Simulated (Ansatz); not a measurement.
Ta: relaxation of cell and atoms with r2SCAN

Ta:

```
Ta
1.0
    -1.65128    1.65128    1.65128
     1.65128   -1.65128    1.65128
     1.65128    1.65128   -1.65128
Ta
1
Direct
  0.00000 0.00000 0.00000
```

* Program: Ansatz 0.2.0
* Task: relaxation of cell and atoms
* Functional: r2SCAN
* Potentials or basis: Ansatz PAW
* Cutoff: 500 eV (not typed: the program's choice for these potentials)
* k mesh: 11 × 11 × 11
* Occupations: fermi-dirac, width 0.05 eV
* Spin: no spin polarisation

* Relaxed volume: 18.02 Å³/atom
* Relaxed cell: a = 2.860 Å, b = 2.860 Å, c = 2.860 Å, α = 109.47°, β = 109.47°, γ = 109.47°
* Space group after relaxing (to 0.05 Å): Im-3m (No. 229)
* Energy gained by relaxing: 0.0 meV/atom
* Ionic steps: 3
* Pressure after relaxing: 0.0 GPa
* Band gap on the k mesh: none (metal or under the smearing width)

Final structure:
```
Ta
1.0
    -1.65144    1.65144    1.65144
     1.65144   -1.65144    1.65144
     1.65144    1.65144   -1.65144
Ta
1
Cartesian
  0.0000 0.0000 0.0000
```

Levels at points of the mesh, in eV from the Fermi level:
```tsv
k point	band 3	band 4	band 5	band 6	band 7	band 8	band 9	band 10
(0.00, 0.00, 0.00)	-34.14	-34.14	-8.27	0.87	0.87	0.87	4.35	4.35
```

It took 4.1 s on 2 threads of Arm Neoverse V2, on a shared host, peak memory 0.33 GiB.

Caveat: the plane-wave basis is chosen anew once the cell has moved, so the energies of steps on either side of that aren't comparable; the PAW data sets come from PBE, with cores solved anew for the run's functional, which leaves a small shift of forces and pressure. Spin-orbit coupling is left out, which matters for the levels of Ta.
